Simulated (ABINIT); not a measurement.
# NiO (Fm-3m) in ABINIT: settings compared

Aim: see how the results for NiO move with the level of theory and the settings. Levels: PW91, WC, LDA. Tasks: band structure, equation of state.

All numbers are computed with ABINIT 10.8.3 (patched build); they aren't measurements. Logs are shortened: lines on timing, memory, paths and dates and some standing lists are left out, and cuts for length are marked. The log counts tension as positive stress, the text compression.

### 1 The structure

It takes space group Fm-3m (No. 225, cubic). Conventional cell: a = 4.172 Å, b = 4.172 Å, c = 4.172 Å, α = 90.00°, β = 90.00°, γ = 90.00°. Ni (site symmetry m-3m) is surrounded by 6 O at 2.09 Å. O (site symmetry m-3m) is surrounded by 6 Ni at 2.09 Å.

### 2 Band structure, PW91, collinear spin, ferromagnetic start

Input file run.abi:

```
# Datasets: ground state, then fixed potential
ndtset 2

# Pseudopotentials
pp_dirpath "./"
pseudos "Ni.GGA_PBE-JTH.xml, O.GGA_PBE-JTH.xml"

# Structure
acell 5.5745227313 5.5745227313 5.5745227313
rprim
     0.0000000000     0.7071067812     0.7071067812
     0.7071067812     0.0000000000     0.7071067812
     0.7071067812     0.7071067812     0.0000000000
ntypat 2
znucl 28 8
natom 2
typat 1 2
xcart
     0.0000000000     0.0000000000     0.0000000000
     2.0859016414     2.0859016414     2.0859016414 Angstrom

# Plane-wave basis
ecut 1333.357926 eV
pawecutdg 73.5
pawxcdev 0

# Exchange and correlation
ixc -109134

# Bands and occupations
occopt 3
tsmear 0.05 eV

# Spin
nsppol 2
spinat
     0.0000000000     0.0000000000     1.0000000000
     0.0000000000     0.0000000000     0.0000000000

# SCF cycle
nstep 100

# Output
iomode 3
prtwf 0
prteig 0
prtebands 0
prtden1 1

# Dataset 1
kptopt1 1
ngkpt1 9 9 9
nshiftk1 1
shiftk1 0.0 0.0 0.0
nband1 17
tolvrs1 1.0e-9

# Dataset 2: bands along G-X-W-K-G-L-U-W-L-K
iscf2 -2
getden2 1
nband2 23
nbdbuf2 4
tolwfr2 1.0e-11
kptopt2 -9
ndivsm2 8
prteig2 1
kptbounds2
     0.0000000000     0.0000000000     0.0000000000
     0.5000000000     0.0000000000     0.5000000000
     0.5000000000     0.2500000000     0.7500000000
     0.3750000000     0.3750000000     0.7500000000
     0.0000000000     0.0000000000     0.0000000000
     0.5000000000     0.5000000000     0.5000000000
     0.6250000000     0.2500000000     0.6250000000
     0.5000000000     0.2500000000     0.7500000000
     0.5000000000     0.5000000000     0.5000000000
     0.3750000000     0.3750000000     0.7500000000
```

Potentials or basis: JTH PAW PBE v2.0.

Run with:

```
abinit run.abi > log 2>&1
```

run.abo:

```text
.Version 10.8.3 of ABINIT
 DATASET    1 : space group Fm -3 m (#225); Bravais cF (face-center cubic)
================================================================================
 Values of the parameters that define the memory need for DATASET  1.
     intxc =       0    ionmov =       0      iscf =      17    lmnmax =      18
     lnmax =       6     mgfft =      36  mpssoang =       3    mqgrid =    3001
     natom =       2  nloc_mem =       2    nspden =       2   nspinor =       1
    nsppol =       2      nsym =      48    n1xccc =       1    ntypat =       2
    occopt =       3   xclevel =       2
       mpw =        2020          nfft =       46656          nkpt =          35
 PAW method is used; the additional fine FFT grid is defined by:
   mgfftf=        45    nfftf =     91125
================================================================================
================================================================================

 DATASET    2 : space group Fm -3 m (#225); Bravais cF (face-center cubic)
================================================================================
 Values of the parameters that define the memory need for DATASET  2.
     intxc =       0    ionmov =       0      iscf =      -2    lmnmax =      18
     lnmax =       6     mgfft =      36  mpssoang =       3    mqgrid =    3001
     natom =       2  nloc_mem =       2    nspden =       2   nspinor =       1
    nsppol =       2      nsym =      48    n1xccc =       1    ntypat =       2
    occopt =       3   xclevel =       2
       mpw =        2040          nfft =       46656          nkpt =         139
 PAW method is used; the additional fine FFT grid is defined by:
   mgfftf=        45    nfftf =     91125
================================================================================
================================================================================

--------------------------------------------------------------------------------
------------- Echo of variables that govern the present computation ------------
--------------------------------------------------------------------------------
 -outvars: echo values of preprocessed input variables --------
            acell      5.5745227313E+00  5.5745227313E+00  5.5745227313E+00 Bohr
              amu      5.86900000E+01  1.59994000E+01
             ecut      4.90000000E+01 Hartree
           getden1          0
           getden2          1
             iscf1         17
             iscf2         -2
                       outvar_i_n : Printing only first  50 k-points.
              ixc     -109134
           jdtset        1    2
                       outvar_i_n : Printing only first  50 k-points.
           kptopt1          1
           kptopt2         -9
         kptrlatt        9    0    0      0    9    0      0    0    9
          kptrlen1     5.01707046E+01
          kptrlen2     3.00000000E+01
            natom           2
            nband1         17
            nband2         23
           nbdbuf1          0
           nbdbuf2          4
           ndtset           2
           ndivsm1          0
           ndivsm2          8
            ngfft          36      36      36
          ngfftdg          45      45      45
             nkpt1         35
             nkpt2        139
           nspden           2
           nsppol           2
            nstep         100
             nsym          48
           ntypat           2
           occopt           3
        pawecutdg      7.35000000E+01 Hartree
         pawxcdev           0
        prtebands           0
           prteig1          0
           prteig2          1
[... 2537 lines left out ...]
...

 Integrated electronic and magnetization densities in atomic spheres:
 ------------------------------------------------------------------------------------------------------------
 Radius=ratsph(iatom), smearing ratsm=  0.0000. Diff(up-dn)=approximate z local magnetic moment.
    Atom    Radius    up_density   dn_density  Total(up+dn)  Diff(up-dn)
    1 Ni   1.81432     7.898146     7.898157     15.796304    -0.000011
    2  O   1.41465     2.243254     2.243256      4.486511    -0.000002
 ------------------------------------------------------------------------------------------------------------
  Sum:                10.141400    10.141414     20.282814    -0.000014
 Total magnetization (from the atomic spheres):               -0.000014
 Total magnetization (exact up - dn):                         -0.000014

================================================================================

 ----iterations are completed or convergence reached----

 Mean square residual over all n,k,spin=   40.127E-13; max=  99.995E-13
 reduced coordinates (array xred) for    2 atoms
       0.000000000000      0.000000000000      0.000000000000
       0.500000000000      0.500000000000      0.500000000000

 cartesian coordinates (angstrom) at end:
    1      0.00000000000000     0.00000000000000     0.00000000000000
    2      2.08590164003910     2.08590164003910     2.08590164003910
 length scales=  5.574522731300  5.574522731300  5.574522731300 bohr
              =  2.949910389063  2.949910389063  2.949910389063 angstroms
 Eigenvalues (hartree) for nkpt= 139  k points, SPIN UP:
 kpt#   1, nband= 23, wtk=  1.00000, kpt=  0.0000  0.0000  0.0000 (reduced coord)
  -3.44150   -1.98830   -1.98830   -1.98830   -0.40779    0.22880    0.22880    0.22880
   0.27510    0.27510    0.27510    0.28779    0.28779    0.40477    1.00185    1.04491
   1.04491    1.04491    1.17537    1.17537    1.17537    1.30327    1.30327
 kpt#   2, nband= 23, wtk=  1.00000, kpt=  0.0217  0.0000  0.0217 (reduced coord)
  -3.44150   -1.98831   -1.98831   -1.98831   -0.40752    0.22521    0.22801    0.22801
   0.27493    0.27595    0.27595    0.28786    0.29027    0.40653    0.99314    1.04235
   1.04235    1.05497    1.16522    1.17916    1.17916    1.30364    1.31231
 kpt#   3, nband= 23, wtk=  1.00000, kpt=  0.0435  0.0000  0.0435 (reduced coord)
  -3.44150   -1.98833   -1.98831   -1.98831   -0.40673    0.21611    0.22582    0.22582
   0.27441    0.27831    0.27831    0.28805    0.29611    0.41175    0.97674    1.03547
   1.03547    1.07541    1.14065    1.18973    1.18973    1.30474    1.33350
 kpt#   4, nband= 23, wtk=  1.00000, kpt=  0.0652  0.0000  0.0652 (reduced coord)
  -3.44150   -1.98835   -1.98833   -1.98833   -0.40543    0.20416    0.22265    0.22265
   0.27356    0.28174    0.28174    0.28838    0.30283    0.42023    0.95943    1.02597
   1.02597    1.09946    1.10948    1.20540    1.20540    1.30659    1.35894
 kpt#   5, nband= 23, wtk=  1.00000, kpt=  0.0870  0.0000  0.0870 (reduced coord)
[... 524 lines left out ...]
  -3.44137   -1.98924   -1.98897   -1.98862   -0.35300    0.08920    0.11819    0.15383
   0.28814    0.30846    0.31651    0.33480    0.36090    0.65607    0.69373    0.74826
   0.91957    1.07155    1.26611    1.39217    1.45429    1.51012    1.54902
 kpt# 137, nband= 23, wtk=  1.00000, kpt=  0.3929  0.3929  0.7143 (reduced coord)
  -3.44136   -1.98922   -1.98901   -1.98864   -0.35268    0.09610    0.11444    0.15552
   0.28520    0.30911    0.31690    0.33127    0.35629    0.65158    0.70511    0.74142
   0.92450    1.05749    1.27370    1.40935    1.45604    1.51610    1.57882
 kpt# 138, nband= 23, wtk=  1.00000, kpt=  0.3839  0.3839  0.7321 (reduced coord)
  -3.44136   -1.98921   -1.98903   -1.98865   -0.35251    0.10182    0.11197    0.15731
   0.28212    0.30979    0.31719    0.32898    0.35163    0.64512    0.71759    0.73598
   0.92867    1.04504    1.28385    1.42407    1.45338    1.52004    1.61344
 kpt# 139, nband= 23, wtk=  1.00000, kpt=  0.3750  0.3750  0.7500 (reduced coord)
  -3.44136   -1.98923   -1.98902   -1.98867   -0.35253    0.10251    0.11465    0.15921
   0.27897    0.31049    0.31719    0.32806    0.34698    0.63811    0.72927    0.73233
   0.93208    1.03420    1.29634    1.43655    1.44874    1.52188    1.64580
 Eigenvalues (hartree) for nkpt= 139  k points, SPIN DOWN:
 kpt#   1, nband= 23, wtk=  1.00000, kpt=  0.0000  0.0000  0.0000 (reduced coord)
  -3.44150   -1.98830   -1.98830   -1.98830   -0.40779    0.22880    0.22880    0.22880
   0.27510    0.27510    0.27510    0.28779    0.28779    0.40477    1.00185    1.04491
   1.04491    1.04491    1.17537    1.17537    1.17537    1.30327    1.30327
 kpt#   2, nband= 23, wtk=  1.00000, kpt=  0.0217  0.0000  0.0217 (reduced coord)
  -3.44150   -1.98831   -1.98831   -1.98831   -0.40752    0.22521    0.22801    0.22801
   0.27493    0.27595    0.27595    0.28785    0.29027    0.40653    0.99314    1.04235
   1.04235    1.05497    1.16522    1.17916    1.17916    1.30364    1.31231
 kpt#   3, nband= 23, wtk=  1.00000, kpt=  0.0435  0.0000  0.0435 (reduced coord)
  -3.44150   -1.98833   -1.98831   -1.98831   -0.40673    0.21611    0.22582    0.22582
   0.27441    0.27831    0.27831    0.28805    0.29611    0.41175    0.97674    1.03547
   1.03547    1.07541    1.14065    1.18973    1.18973    1.30474    1.33350
 kpt#   4, nband= 23, wtk=  1.00000, kpt=  0.0652  0.0000  0.0652 (reduced coord)
  -3.44150   -1.98835   -1.98833   -1.98833   -0.40543    0.20415    0.22265    0.22265
   0.27356    0.28174    0.28174    0.28838    0.30283    0.42023    0.95943    1.02597
   1.02597    1.09946    1.10948    1.20540    1.20540    1.30659    1.35894
 kpt#   5, nband= 23, wtk=  1.00000, kpt=  0.0870  0.0000  0.0870 (reduced coord)
[... 525 lines left out ...]
   0.28814    0.30846    0.31651    0.33480    0.36090    0.65607    0.69373    0.74826
   0.91957    1.07155    1.26611    1.39217    1.45429    1.51012    1.54902
 kpt# 137, nband= 23, wtk=  1.00000, kpt=  0.3929  0.3929  0.7143 (reduced coord)
  -3.44136   -1.98922   -1.98902   -1.98864   -0.35268    0.09610    0.11444    0.15552
   0.28520    0.30911    0.31690    0.33127    0.35629    0.65158    0.70511    0.74142
   0.92450    1.05749    1.27370    1.40935    1.45604    1.51610    1.57882
 kpt# 138, nband= 23, wtk=  1.00000, kpt=  0.3839  0.3839  0.7321 (reduced coord)
  -3.44136   -1.98921   -1.98903   -1.98865   -0.35251    0.10182    0.11197    0.15731
   0.28212    0.30979    0.31719    0.32898    0.35163    0.64512    0.71759    0.73598
   0.92867    1.04504    1.28385    1.42407    1.45338    1.52004    1.61344
 kpt# 139, nband= 23, wtk=  1.00000, kpt=  0.3750  0.3750  0.7500 (reduced coord)
  -3.44136   -1.98923   -1.98902   -1.98867   -0.35253    0.10251    0.11465    0.15921
   0.27897    0.31049    0.31719    0.32806    0.34698    0.63811    0.72927    0.73233
   0.93208    1.03420    1.29634    1.43655    1.44874    1.52188    1.64580

== END DATASET(S) ==============================================================
================================================================================

 -outvars: echo values of variables after computation  --------
            acell      5.5745227313E+00  5.5745227313E+00  5.5745227313E+00 Bohr
           etotal1    -1.8713190527E+02
            fcart1    -0.0000000000E+00 -0.0000000000E+00 -0.0000000000E+00
                      -0.0000000000E+00 -0.0000000000E+00 -0.0000000000E+00
            rprim      0.0000000000E+00  7.0710678120E-01  7.0710678120E-01
                       7.0710678120E-01  0.0000000000E+00  7.0710678120E-01
                       7.0710678120E-01  7.0710678120E-01  0.0000000000E+00
           strten1     9.0782089162E-05  9.0782089162E-05  9.0782089162E-05
                       0.0000000000E+00  0.0000000000E+00  0.0000000000E+00
           xangst      0.0000000000E+00  0.0000000000E+00  0.0000000000E+00
                       2.0859016400E+00  2.0859016400E+00  2.0859016400E+00
             xred      0.0000000000E+00  0.0000000000E+00  0.0000000000E+00
                       5.0000000000E-01  5.0000000000E-01  5.0000000000E-01
 Calculation completed.
```

Run time: 5.5 min. Hardware: 1 thread of Arm Neoverse V1, shared host; peak memory 0.32 GiB.

What came out:

- Free energy: -5092.1186 eV
- Pressure: -2.7 GPa
- Band gap on the k mesh: none (metal or under the smearing width)
- Net moment: 0.00 μB per cell
- Valence electrons inside the program's atomic spheres: Ni 15.80; O 4.49

Levels at the corners of the path, in eV from the Fermi level:
Spin up:
| point | band 9 | band 10 | band 11 | band 12 | band 13 | band 14 | band 15 | band 16 |
| --- | --- | --- | --- | --- | --- | --- | --- | --- |
| Γ | -1.89 | -1.89 | -1.89 | -1.55 | -1.55 | 1.64 | 17.88 | 19.06 |
| X | -2.87 | -1.15 | -0.79 | -0.79 | -0.62 | 6.37 | 10.57 | 12.50 |
| W | -1.20 | -1.20 | -0.79 | -0.75 | 0.06 | 8.66 | 10.76 | 10.76 |
| K | -1.79 | -0.93 | -0.75 | -0.45 | 0.06 | 7.99 | 10.47 | 10.55 |
| Γ | -1.89 | -1.89 | -1.89 | -1.55 | -1.55 | 1.64 | 17.88 | 19.06 |
| L | -1.06 | -1.06 | -0.69 | 1.29 | 1.29 | 5.69 | 10.04 | 14.20 |
| U | -1.79 | -0.93 | -0.75 | -0.45 | 0.06 | 7.99 | 10.47 | 10.55 |
| W | -1.20 | -1.20 | -0.79 | -0.75 | 0.06 | 8.66 | 10.76 | 10.76 |
| L | -1.06 | -1.06 | -0.69 | 1.29 | 1.29 | 5.69 | 10.04 | 14.20 |
| K | -1.79 | -0.93 | -0.75 | -0.45 | 0.06 | 7.99 | 10.47 | 10.55 |
Spin down:
```csv
point,band 9,band 10,band 11,band 12,band 13,band 14,band 15,band 16
Γ,-1.89,-1.89,-1.89,-1.55,-1.55,1.64,17.88,19.06
X,-2.87,-1.15,-0.79,-0.79,-0.62,6.37,10.57,12.50
W,-1.20,-1.20,-0.79,-0.75,0.06,8.66,10.76,10.76
K,-1.79,-0.93,-0.75,-0.45,0.06,7.99,10.47,10.55
Γ,-1.89,-1.89,-1.89,-1.55,-1.55,1.64,17.88,19.06
L,-1.06,-1.06,-0.69,1.29,1.29,5.69,10.04,14.20
U,-1.79,-0.93,-0.75,-0.45,0.06,7.99,10.47,10.55
W,-1.20,-1.20,-0.79,-0.75,0.06,8.66,10.76,10.76
L,-1.06,-1.06,-0.69,1.29,1.29,5.69,10.04,14.20
K,-1.79,-0.93,-0.75,-0.45,0.06,7.99,10.47,10.55
```

Caveat: small starting moments can end in a higher magnetic state in this program; the PAW data sets were made with another functional, which shifts forces and pressure a little; semilocal functionals often make such compounds metallic where correlation or magnetic order opens a gap, which also shifts bond lengths.

### 3 Band structure, WC, collinear spin, ferromagnetic start

Changes to run.abi since step 2:

```diff
@@ -27,3 +27,3 @@
 # Exchange and correlation
-ixc -109134
+ixc 23
```

Potentials or basis: JTH PAW PBE v2.0.

Run with:

```
abinit run.abi > log 2>&1
```

Run time: 6.8 min. Hardware: 1 thread of Arm Neoverse V1, shared host; peak memory 0.32 GiB.

Results (log left out):

* Free energy: -5087.8403 eV
* Pressure: -11.4 GPa
* Band gap on the k mesh: none (metal or under the smearing width)
* Net moment: 0.00 μB per cell
* Valence electrons inside the program's atomic spheres: Ni 15.79; O 4.46

Levels at the corners of the path, in eV from the Fermi level:
Spin up:
```csv
point,band 9,band 10,band 11,band 12,band 13,band 14,band 15,band 16
Γ,-1.85,-1.85,-1.85,-1.57,-1.57,1.55,17.64,18.93
X,-2.86,-1.16,-0.73,-0.73,-0.62,6.28,10.46,12.36
W,-1.15,-1.15,-0.75,-0.73,0.06,8.59,10.64,10.64
K,-1.76,-0.87,-0.69,-0.45,0.06,7.90,10.35,10.43
Γ,-1.85,-1.85,-1.85,-1.57,-1.57,1.55,17.64,18.93
L,-1.01,-1.01,-0.64,1.30,1.30,5.54,9.98,14.08
U,-1.76,-0.87,-0.69,-0.45,0.06,7.90,10.35,10.43
W,-1.15,-1.15,-0.75,-0.73,0.06,8.59,10.64,10.64
L,-1.01,-1.01,-0.64,1.30,1.30,5.54,9.98,14.08
K,-1.76,-0.87,-0.69,-0.45,0.06,7.90,10.35,10.43
```
Spin down:
```
point  band 9  band 10  band 11  band 12  band 13  band 14  band 15  band 16
    Γ   -1.85    -1.85    -1.85    -1.57    -1.57     1.55    17.64    18.93
    X   -2.86    -1.16    -0.73    -0.73    -0.62     6.28    10.46    12.36
    W   -1.15    -1.15    -0.75    -0.73     0.06     8.59    10.64    10.64
    K   -1.76    -0.87    -0.69    -0.45     0.06     7.90    10.35    10.43
    Γ   -1.85    -1.85    -1.85    -1.57    -1.57     1.55    17.64    18.93
    L   -1.01    -1.01    -0.64     1.30     1.30     5.54     9.98    14.08
    U   -1.76    -0.87    -0.69    -0.45     0.06     7.90    10.35    10.43
    W   -1.15    -1.15    -0.75    -0.73     0.06     8.59    10.64    10.64
    L   -1.01    -1.01    -0.64     1.30     1.30     5.54     9.98    14.08
    K   -1.76    -0.87    -0.69    -0.45     0.06     7.90    10.35    10.43
```

Caveat: small starting moments can end in a higher magnetic state in this program; the PAW data sets were made with another functional, which shifts forces and pressure a little; semilocal functionals often make such compounds metallic where correlation or magnetic order opens a gap, which also shifts bond lengths.

(Part 1 of 2 ends here.)
